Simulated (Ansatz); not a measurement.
**64-atom supercell of rocksalt SrO**

What do PBEsol, HSE06 and r²SCAN give for the perfect crystal in this cell, and at what cost?

Method: density functional theory in Ansatz 0.2.0, PAW datasets, plane waves.

**1. The starting cell**

64 atoms (32 O, 32 Sr); a = 10.245 Å, b = 10.245 Å, c = 10.245 Å, α = 90.00°, β = 90.00°, γ = 90.00°.

Plan of the steps: (2) PBEsol single point at the single k point (¼, ¼, ¼), on 7 threads; (3) HSE06 single point at the single k point (¼, ¼, ¼), on 7 threads; (4) r²SCAN single point at the single k point (¼, ¼, ¼), on 7 threads.

**2. Single point with PBEsol**

File in.yaml:

```yaml
crystal:
  lattice:
    - [10.245493, 0.000000, 0.000000]
    - [0.000000, 10.245493, 0.000000]
    - [0.000000, 0.000000, 10.245493]
  atoms:
    - { symbol: O, position: [0.250000, 0.000000, 0.000000] }
    - { symbol: O, position: [0.250000, 0.000000, 0.500000] }
    - { symbol: O, position: [0.250000, 0.500000, 0.000000] }
    - { symbol: O, position: [0.250000, 0.500000, 0.500000] }
    - { symbol: O, position: [0.750000, 0.000000, 0.000000] }
    - { symbol: O, position: [0.750000, 0.000000, 0.500000] }
    - { symbol: O, position: [0.750000, 0.500000, 0.000000] }
    - { symbol: O, position: [0.750000, 0.500000, 0.500000] }
    - { symbol: O, position: [0.000000, 0.250000, 0.000000] }
    - { symbol: O, position: [0.000000, 0.250000, 0.500000] }
    - { symbol: O, position: [0.000000, 0.750000, 0.000000] }
    - { symbol: O, position: [0.000000, 0.750000, 0.500000] }
    - { symbol: O, position: [0.500000, 0.250000, 0.000000] }
    - { symbol: O, position: [0.500000, 0.250000, 0.500000] }
    - { symbol: O, position: [0.500000, 0.750000, 0.000000] }
    - { symbol: O, position: [0.500000, 0.750000, 0.500000] }
    - { symbol: O, position: [0.000000, 0.000000, 0.250000] }
    - { symbol: O, position: [0.000000, 0.000000, 0.750000] }
    - { symbol: O, position: [0.000000, 0.500000, 0.250000] }
    - { symbol: O, position: [0.000000, 0.500000, 0.750000] }
    - { symbol: O, position: [0.500000, 0.000000, 0.250000] }
    - { symbol: O, position: [0.500000, 0.000000, 0.750000] }
    - { symbol: O, position: [0.500000, 0.500000, 0.250000] }
    - { symbol: O, position: [0.500000, 0.500000, 0.750000] }
    - { symbol: O, position: [0.250000, 0.250000, 0.250000] }
    - { symbol: O, position: [0.250000, 0.250000, 0.750000] }
    - { symbol: O, position: [0.250000, 0.750000, 0.250000] }
    - { symbol: O, position: [0.250000, 0.750000, 0.750000] }
    - { symbol: O, position: [0.750000, 0.250000, 0.250000] }
    - { symbol: O, position: [0.750000, 0.250000, 0.750000] }
    - { symbol: O, position: [0.750000, 0.750000, 0.250000] }
    - { symbol: O, position: [0.750000, 0.750000, 0.750000] }
    - { symbol: Sr, position: [0.000000, 0.000000, 0.000000] }
    - { symbol: Sr, position: [0.000000, 0.000000, 0.500000] }
    - { symbol: Sr, position: [0.000000, 0.500000, 0.000000] }
    - { symbol: Sr, position: [0.000000, 0.500000, 0.500000] }
    - { symbol: Sr, position: [0.500000, 0.000000, 0.000000] }
    - { symbol: Sr, position: [0.500000, 0.000000, 0.500000] }
    - { symbol: Sr, position: [0.500000, 0.500000, 0.000000] }
    - { symbol: Sr, position: [0.500000, 0.500000, 0.500000] }
    - { symbol: Sr, position: [0.250000, 0.250000, 0.000000] }
    - { symbol: Sr, position: [0.250000, 0.250000, 0.500000] }
    - { symbol: Sr, position: [0.250000, 0.750000, 0.000000] }
    - { symbol: Sr, position: [0.250000, 0.750000, 0.500000] }
    - { symbol: Sr, position: [0.750000, 0.250000, 0.000000] }
    - { symbol: Sr, position: [0.750000, 0.250000, 0.500000] }
    - { symbol: Sr, position: [0.750000, 0.750000, 0.000000] }
    - { symbol: Sr, position: [0.750000, 0.750000, 0.500000] }
    - { symbol: Sr, position: [0.250000, 0.000000, 0.250000] }
    - { symbol: Sr, position: [0.250000, 0.000000, 0.750000] }
    - { symbol: Sr, position: [0.250000, 0.500000, 0.250000] }
    - { symbol: Sr, position: [0.250000, 0.500000, 0.750000] }
    - { symbol: Sr, position: [0.750000, 0.000000, 0.250000] }
    - { symbol: Sr, position: [0.750000, 0.000000, 0.750000] }
    - { symbol: Sr, position: [0.750000, 0.500000, 0.250000] }
    - { symbol: Sr, position: [0.750000, 0.500000, 0.750000] }
    - { symbol: Sr, position: [0.000000, 0.250000, 0.250000] }
    - { symbol: Sr, position: [0.000000, 0.250000, 0.750000] }
    - { symbol: Sr, position: [0.000000, 0.750000, 0.250000] }
    - { symbol: Sr, position: [0.000000, 0.750000, 0.750000] }
    - { symbol: Sr, position: [0.500000, 0.250000, 0.250000] }
    - { symbol: Sr, position: [0.500000, 0.250000, 0.750000] }
    - { symbol: Sr, position: [0.500000, 0.750000, 0.250000] }
    - { symbol: Sr, position: [0.500000, 0.750000, 0.750000] }
  symmetry: { detect: false }
kpoints:
  mp_grid: { grid: [1, 1, 1], shift: [0.25, 0.25, 0.25] }
hamiltonian:
  xc: pbesol
scf:
  occupations: { method: fermi_dirac, width: 0.01 }
output:
  forces: true
  eigenvalues: true
  stress: true
  populations: true
  eigenstates: { kpoints: [[0.25, 0.25, 0.25]], e_range: [-6.0, 6.0], localisation: true }
```

**3. HSE06 on the same atoms**

Changes to in.yaml since step 2:

```diff
@@ -74,3 +74,3 @@
 hamiltonian:
-  xc: pbesol
+  xc: hse06
 scf:
@@ -80,3 +80,2 @@
   eigenvalues: true
-  stress: true
   populations: true
```

**4. r²SCAN single point**

Changes to in.yaml since step 3:

```diff
@@ -74,3 +74,3 @@
 hamiltonian:
-  xc: hse06
+  xc: r2scan
 scf:
```

What does the calculation give? Wanted: for each run, top filled to lowest empty; energy; pressure.

As calculated:

| level | time | top filled to lowest empty (eV) | energy (eV/atom) | pressure (GPa) |
| --- | --- | --- | --- | --- |
| PBEsol | 30 s (7 CPU threads) | 3.90 | -2028.0581 | -0.03 |
| HSE06 | 7.2 min (7 CPU threads) | 5.52 | -2058.4870 | - |
| r²SCAN | 61 s (7 CPU threads) | 4.49 | -2063.5255 | - |

**In words.** At the same k points, PBEsol gives a spacing 1.62 eV smaller and r²SCAN gives a spacing 1.03 eV smaller than the 5.52 eV of HSE06. Exact exchange costs time: HSE06 ran about 14 times as long as PBEsol on the same kind of device. With one k point the spacing samples only the states that fold onto it, so it can exceed the gap over the zone.
